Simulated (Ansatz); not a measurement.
**RbBr: bands on a dense mesh**

Is RbBr a metal, and what do its states look like over the zone? Levels and slopes are computed on a dense mesh; the geometry is as given.

Computed with Ansatz 0.2.0 (DFT PBEsol, scalar-relativistic, plane waves, PAW; levels and slopes on a dense k mesh at the converged density, unless a step's input says otherwise).

### 1 The structure to begin with

The structure is cubic, space group Pm-3m (No. 221). The conventional cell has a = 4.126 Å, b = 4.126 Å, c = 4.126 Å, α = 90.00°, β = 90.00°, γ = 90.00°. Around Rb (site symmetry m-3m) lie 8 Br at 3.57 Å. Br (site symmetry m-3m) is surrounded by 8 Rb at 3.57 Å.

As a file:

```xyz
2
Lattice="4.1261 0.0000 0.0000 0.0000 4.1261 0.0000 0.0000 0.0000 4.1261" Properties=species:S:1:pos:R:3 pbc="T T T"
Rb    0.0000    0.0000    0.0000
Br    2.0630    2.0630    2.0630
```

The structure comes from the Materials Project (structure only) and is not relaxed.

### 2 Self-consistency and the dense mesh

input.yaml reads:

```yaml
crystal:
  lattice:
    - [4.1260773, 0.0, 0.0]
    - [0.0, 4.1260773, 0.0]
    - [0.0, 0.0, 4.1260773]
  atoms:
    - { symbol: Rb, position: [0.0, 0.0, 0.0] }
    - { symbol: Br, position: [0.5, 0.5, 0.5] }
basis:
  ecutwfc: 420
kpoints:
  mp_grid: { grid: [10, 10, 10] }
hamiltonian:
  xc: pbesol
scf:
  occupations: { method: gaussian, width: 0.05 }
output:
  forces: true
  eigenvalues: true
  eigenstates:
    nscf_kmesh: { grid: [28, 28, 28] }
    top_band: c6
    de_dk: true
    localisation: true
  stress: true
checkpoint:
  write: ck
  compress: false
  write_wavefunctions: false
  write_every: 100000
```

Run with:

```sh
> ansatz run input.yaml --threads 1 --pin off --max-ram 3072MiB --backend cpu --events-out ev --progress --plain --runs-dir out
```

What does the calculation give? Wanted: gap; valence top; conduction bottom.

The runs gave:

| quantity | value |
| --- | --- |
| gap | 3.91 eV, indirect |
| valence top | three equivalent maxima at M, principal masses 0.49, 3.59 and 3.59 mₑ |
| conduction bottom | one minimum at Γ, mass 0.31 mₑ in all directions |

In words: The gap is indirect, 3.91 eV at this level of theory, which underestimates gaps. Spin-orbit coupling, left out here, would split the bands that meet at an edge and change their masses.
